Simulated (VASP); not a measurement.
# Pb (Fm-3m) in VASP: settings compared, part 2 of 2

VASP 6.6.1.

**3. Relaxation of the atoms, PBE+D3(BJ) (a relaxed cell with its volume scaled by 1.06)**

Contents of INCAR:

```
SYSTEM = Pb
PREC = Accurate ; ENCUT = 600
EDIFF = 1E-7 ; ISMEAR = 1
SIGMA = 0.1 ; LREAL = .False.
LASPH = .True. ; NELM = 80
ALGO = Fast ; ISIF = 2
LWAVE = .False. ; LCHARG = .False.
GGA = PE ; IVDW = 12
IBRION = 2 ; NSW = 40
EDIFFG = -0.01
```

Contents of KPOINTS:

```
Automatic mesh
0
Gamma
  14 14 14
  0 0 0
```

Contents of POSCAR:

```
Pb                                      
1.0
    0.0000000000      2.5275674331      2.5275674331
    2.5275674331      0.0000000000      2.5275674331
    2.5275674331      2.5275674331      0.0000000000
  Pb            
     1
Direct
     1.0000000000000000    0.0000000000000000    1.0000000000000000
```

Potentials or basis: VASP PAW PBE potentials, release 64 (Pb_d).

On the command line:

```bash
$ cat potpaw_PBE.64/Pb_d/POTCAR > POTCAR
$ mpirun -np 1 vasp_std > vasp.out
```

OUTCAR:

```text
SYSTEM = Pb
   PREC = Accurate
   ENCUT = 600
   EDIFF = 1E-7
   ISMEAR = 1
   LREAL = .False.
   LASPH = .True.
   NELM = 80
   ISIF = 2
   GGA = PE
   IVDW = 12
   IBRION = 2
   NSW = 40
   EDIFFG = -0.01
 IVDW          = 12

 ion  position               nearest neighbor table
   1  0.000  0.000  0.000-

  LATTYP: Found a face centered cubic cell.
 ALAT       =     5.0551348662

  Lattice vectors:

 A1 = (   0.0000000000,   2.5275674331,   2.5275674331)
[... 522 lines left out ...]
 [... further k-points ...]

------------------------ aborting loop because EDIFF is reached ----------------------------------------

 Edisp (eV)   -0.38431

 E8    (eV) :    -0.1948

  FORCE on cell =-STRESS in cart. coord.  units (eV):
  Direction    XX          YY          ZZ          XY          YZ          ZX
  --------------------------------------------------------------------------------------
  -------------------------------------------------------------------------------------
  Total      -0.45373    -0.45373    -0.45373     0.00000     0.00000    -0.00000
  in kB     -22.50982   -22.50982   -22.50982     0.00000     0.00000    -0.00000
  external pressure =      -22.51 kB  Pullay stress =        0.00 kB

 VOLUME and BASIS-vectors are now :
 -----------------------------------------------------------------------------
  energy-cutoff  :      600.00
  volume of cell :       32.30
      direct lattice vectors                 reciprocal lattice vectors
     0.000000000  2.527567433  2.527567433    -0.197818659  0.197818659  0.197818659
     2.527567433  0.000000000  2.527567433     0.197818659 -0.197818659  0.197818659
     2.527567433  2.527567433  0.000000000     0.197818659  0.197818659 -0.197818659

 POSITION                                       TOTAL-FORCE (eV/Angst)
 -----------------------------------------------------------------------------------
      0.00000      0.00000      0.00000         0.000000      0.000000      0.000000
 -----------------------------------------------------------------------------------
    total drift:                                0.000000     -0.000000      0.000000

  FREE ENERGIE OF THE ION-ELECTRON SYSTEM (eV)
  ---------------------------------------------------
  free  energy   TOTEN  =        -3.9518411694 eV

  energy  without entropy=       -3.9518493762  energy(sigma->0) =       -3.95184390

 reached required accuracy - stopping structural energy minimisation
```

Run time: 42 s. Hardware: 1 thread of Intel Xeon 6975P-C (Granite Rapids), shared host; peak memory 0.2 GiB.

Results:

- Free energy: -3.9518 eV
- Pressure after relaxing: -2.3 GPa
- Band gap on the k mesh: none (metal or under the smearing width)
- Dispersion energy per atom: -0.384 eV

Final structure:
```yaml
crystal:
  lattice:
    - [0.00000, 2.52757, 2.52757]
    - [2.52757, 0.00000, 2.52757]
    - [2.52757, 2.52757, 0.00000]
  atoms:
    - { symbol: Pb, position: [0.00000, 0.00000, 0.00000] }
```

Caveat: the relaxation stopped at its first step, so nothing moved; pairwise dispersion overbinds metals, which lowers pressure and volume.

**4. Relaxation of cell and atoms, PBEsol**

Contents of INCAR:

```
ALGO = Normal
EDIFF = 1E-6
EDIFFG = -0.01
ENCUT = 600
GGA = PS
IBRION = 2
ISIF = 3
ISMEAR = 1
KPAR = 2
LASPH = True
LCHARG = False
LREAL = False
LWAVE = False
NELM = 80
NSW = 90
PREC = Accurate
SIGMA = 0.1
```

Contents of KPOINTS:

```
k-points
0
Gamma
  14 14 14
```

Contents of POSCAR:

```
Pb
1.0
    0.0000000000      2.4750200000      2.4750200000
    2.4750200000      0.0000000000      2.4750200000
    2.4750200000      2.4750200000      0.0000000000
Pb
1
Direct
    0.0000000000      0.0000000000      0.0000000000
```

On the command line:

```bash
$ cat potpaw_PBE.64/Pb_d/POTCAR > POTCAR
$ mpirun -np 2 vasp_std > vasp.out
```

It took 45 s on 2 MPI ranks of Intel Xeon Platinum 8488C (Sapphire Rapids), shared host; peak memory 0.18 GiB.

The run converged. Its results:

- Free energy: -4.0028 eV
- Relaxed volume: 30.03 Å³/atom
- Relaxed cell: a = 3.489 Å, b = 3.489 Å, c = 3.489 Å, α = 60.00°, β = 60.00°, γ = 60.00°
- Space group after relaxing (to 0.05 Å): Fm-3m (No. 225)
- Energy gained by relaxing: 0.4 meV/atom
- Ionic steps: 3
- Pressure after relaxing: 0.0 GPa
- Band gap on the k mesh: none (metal or under the smearing width)

The path:
```csv
step,energy change (eV),largest force (eV/Å),pressure (GPa),volume (Å³)
1,0.0000,0.0000,-0.45,30.32
2,-0.0004,0.0000,0.15,29.95
3,-0.0004,0.0000,0.00,30.03
```

Final structure:
```
Pb
1.0
     0.00000    2.46717    2.46717
     2.46717    0.00000    2.46717
     2.46717    2.46717    0.00000
Pb
1
Direct
  0.00000 0.00000 0.00000
```

Levels at points of the mesh, in eV from the Fermi level:
```
           k point  band 4  band 5  band 6  band 7  band 8  band 9  band 10  band 11
(0.00, 0.00, 0.00)  -16.89  -16.89  -11.87    7.45    7.45    7.45     9.73    11.40
(0.50, 0.00, 0.00)  -16.75  -16.75   -8.19   -4.31    5.59    5.59     9.19     9.51
(0.50, 0.50, 0.00)  -16.71  -16.71   -6.75   -3.36    2.01    2.01     5.35     6.64
```

Caveat: the PAW data sets were made with another functional, which shifts forces and pressure a little. The run has no spin-orbit coupling, so splittings on Pb are missing.

**5. Relaxation of cell and atoms, PBEsol**

This run uses another cell than the first one, of 30.03 Å³/atom, 0.991 times its volume.

INCAR: that of step 4 with these lines changed.

```diff
@@ -1,4 +1,4 @@
 ALGO = Normal
-EDIFF = 1E-6
-EDIFFG = -0.01
+EDIFF = 1E-7
+EDIFFG = -0.005
 ENCUT = 600
```

KPOINTS is that of step 4.

Contents of POSCAR:

```
Pb                                      
1.0
   -0.0000000000      2.4671700209      2.4671700209
    2.4671700209      0.0000000000      2.4671700209
    2.4671700209      2.4671700209     -0.0000000000
  Pb            
     1
Direct
     0.0000000000000000    0.0000000000000000    0.0000000000000000
```

Potentials or basis: VASP PAW PBE potentials, release 64 (Pb_d).

On the command line:

```bash
$ cat potpaw_PBE.64/Pb_d/POTCAR > POTCAR
$ mpirun -np 2 vasp_std > vasp.out
```

OUTCAR:

```text
EDIFF = 1E-7
   EDIFFG = -0.005
   ENCUT = 600
   GGA = PS
   IBRION = 2
   ISIF = 3
   ISMEAR = 1
   LASPH = True
   LREAL = False
   NELM = 80
   NSW = 90
   PREC = Accurate

 ion  position               nearest neighbor table
   1  0.000  0.000  0.000-

  LATTYP: Found a face centered cubic cell.
 ALAT       =     4.9343400418

  Lattice vectors:

 A1 = (   0.0000000000,   2.4671700209,   2.4671700209)
 A2 = (   2.4671700209,   0.0000000000,   2.4671700209)
[... 518 lines left out ...]

 [... further k-points ...]

------------------------ aborting loop because EDIFF is reached ----------------------------------------

  FORCE on cell =-STRESS in cart. coord.  units (eV):
  Direction    XX          YY          ZZ          XY          YZ          ZX
  --------------------------------------------------------------------------------------
  -------------------------------------------------------------------------------------
  Total       -0.0016681     -0.0016681     -0.0016681      0.0000000      0.0000000     -0.0000000
  in kB       -0.0889805     -0.0889805     -0.0889805      0.0000000      0.0000000     -0.0000000
  external PRESSURE =      -0.0889805 kB  Pullay stress =       0.0000000 kB

 VOLUME and BASIS-vectors are now :
 -----------------------------------------------------------------------------
  energy-cutoff  :      600.00
  volume of cell :       30.03
      direct lattice vectors                 reciprocal lattice vectors
     0.000000000  2.467170021  2.467170021    -0.202661347  0.202661347  0.202661347
     2.467170021  0.000000000  2.467170021     0.202661347 -0.202661347  0.202661347
     2.467170021  2.467170021  0.000000000     0.202661347  0.202661347 -0.202661347

 POSITION                                       TOTAL-FORCE (eV/Angst)
 -----------------------------------------------------------------------------------
      0.00000      0.00000      0.00000         0.000000      0.000000      0.000000
 -----------------------------------------------------------------------------------
    total drift:                               -0.000000     -0.000000     -0.000000

  FREE ENERGIE OF THE ION-ELECTRON SYSTEM (eV)
  ---------------------------------------------------
  free  energy   TOTEN  =        -4.0027498290 eV

  energy  without entropy=       -4.0028084235  energy(sigma->0) =       -4.00276936

 reached required accuracy - stopping structural energy minimisation
```

Run time: 24 s. Hardware: 2 MPI ranks of Intel Xeon Platinum 8488C (Sapphire Rapids), shared host; peak memory 0.17 GiB.

What came out:

* Free energy: -4.0027 eV
* Pressure after relaxing: 0.0 GPa
* Band gap on the k mesh: none (metal or under the smearing width)

Final structure:
```
Pb
1.0
     0.00000    2.46717    2.46717
     2.46717    0.00000    2.46717
     2.46717    2.46717    0.00000
Pb
1
Direct
  0.00000 0.00000 0.00000
```

Levels at points of the mesh, in eV from the Fermi level:
```tsv
k point	band 3	band 4	band 5	band 6	band 7	band 8	band 9	band 10	band 11
(0.00, 0.00, 0.00)	-17.03	-16.89	-16.89	-11.87	7.45	7.45	7.45	9.73	11.40
(0.50, 0.00, 0.00)	-17.02	-16.75	-16.75	-8.19	-4.31	5.59	5.59	9.19	9.51
(0.50, 0.50, 0.00)	-16.76	-16.71	-16.71	-6.75	-3.36	2.01	2.01	5.35	6.64
```

Caveat: the relaxation stopped at its first step, so nothing moved; the PAW data sets were made with another functional, which shifts forces and pressure a little.

**6. The runs side by side**

```tsv
task	level	cell	gap on the mesh (eV)	pressure (GPa)
relaxation of the atoms	PBE+D3(BJ)	atoms relaxed from: a relaxed cell with its volume scaled by 1.04	none	-1.5
relaxation of the atoms	PBE+D3(BJ)	atoms relaxed from: a relaxed cell with its volume scaled by 1.06	none	-2.3
relaxation of cell and atoms	PBEsol	relaxed	none	0.0
```

Alike in all rows: potentials or basis VASP PAW PBE potentials, release 64 (Pb_d); no spin polarisation; k mesh 14 × 14 × 14; cutoff (eV) 600; smearing methfessel-paxton 0.1 eV.

Caveats: the relaxation stopped at its first step, so nothing moved; pairwise dispersion overbinds metals, which lowers pressure and volume (some runs); the PAW data sets were made with another functional, which shifts forces and pressure a little (some runs).

Total energies depend on the potentials used, so only differences within one code and one set of settings carry meaning.
